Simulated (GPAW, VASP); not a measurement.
This is a calculation of SnTe for VASP 6.6.1. 

Contents of INCAR:

```
SYSTEM = SnTe
PREC     = Accurate       ! precision mode
ENCUT    = 520            ! plane-wave cutoff, eV
EDIFF    = 1E-6           ! SCF threshold, eV
ISMEAR   = 0              ! smearing method
SIGMA    = 0.019000000000000003 ! smearing width, eV
LREAL    = .False.        ! projectors in reciprocal space
LASPH    = .True.         ! aspherical terms in the spheres
NELM     = 60             ! most SCF steps
ALGO     = Normal         ! electronic algorithm
ISIF     = 2              ! what is computed and relaxed
LWAVE    = .False.        ! write WAVECAR
LCHARG   = .False.        ! write CHGCAR
GGA      = PE             ! functional
```

Contents of KPOINTS:

```
Automatic mesh
0
Gamma
  7 7 7
  0 0 0
```

Contents of POSCAR:

```
SnTe
1.0
    0.0000000000      3.1508500000      3.1508500000
    3.1508500000      0.0000000000      3.1508500000
    3.1508500000      3.1508500000      0.0000000000
Te Sn
1 1
Direct
    0.5000000000      0.5000000000      0.5000000000
    0.0000000000      0.0000000000      0.0000000000
```

Potentials or basis: VASP PAW PBE potentials, release 64 (Te, Sn_d).

The run is started by

```sh
$ cat potpaw_PBE.64/Te/POTCAR potpaw_PBE.64/Sn_d/POTCAR > POTCAR
$ mpirun -np 1 vasp_std > vasp.out
```

Question: Set up the same calculation for GPAW 26.7.0 (ASE script). Potentials or basis there: GPAW PAW data sets (gpaw-data 1.2.1), cutoff 600 eV.

Answer: As run (cutoffs and basis follow the program's own potentials, and thresholds, step limits or extra output files can differ):

run.py

```python
from ase import Atoms
from ase.dft.bandgap import bandgap
from ase.io import write
from ase.units import Bohr, GPa
from gpaw import GPAW, PW
from gpaw.elf import elf_from_dft_calculation

atoms = Atoms(['Te', 'Sn'],
              cell=[[0.0, 3.15085, 3.15085],
                    [3.15085, 0.0, 3.15085],
                    [3.15085, 3.15085, 0.0]],
              scaled_positions=[[0.5, 0.5, 0.5],
                                [0.0, 0.0, 0.0]],
              pbc=True)

calc = GPAW(mode=PW(600),
            xc='PBE',
            kpts={'size': (7, 7, 7), 'gamma': True},
            occupations={'name': 'methfessel-paxton', 'order': 0, 'width': 0.019000000000000003},
            nbands=19,
            convergence={'density': 1e-05, 'energy': 1e-05},
            maxiter=150,
            txt='gpaw.txt')
atoms.calc = calc
energy = atoms.get_potential_energy()
forces = atoms.get_forces()
stress = atoms.get_stress()
calc.write('gs.gpw')
write('result.traj', atoms)
print(f'Energy: {energy:.6f} eV')
print('Forces (eV/A):')
print(forces.round(4))
print('Stress (GPa):', (stress / GPa).round(3))
print('Fermi level:', round(calc.get_fermi_level(), 4), 'eV')
print(f'Gap: {bandgap(calc)[0]:.4f} eV, direct: {bandgap(calc, direct=True)[0]:.4f} eV')

# fields on the real-space grid
write('density.cube', atoms, data=calc.get_pseudo_density() * Bohr**3)
write('potential.cube', atoms, data=calc.get_electrostatic_potential())
write('elf.cube', atoms, data=elf_from_dft_calculation(calc).data)
```

Potentials or basis: GPAW PAW data sets (gpaw-data 1.2.1), pw.

The run is started by

```bash
$ OMP_NUM_THREADS=1 python run.py
```

Both were run:

|  | VASP | GPAW |
| --- | --- | --- |
| Pressure | 2.2 GPa | 1.9 GPa |

Pressure is positive in compression.
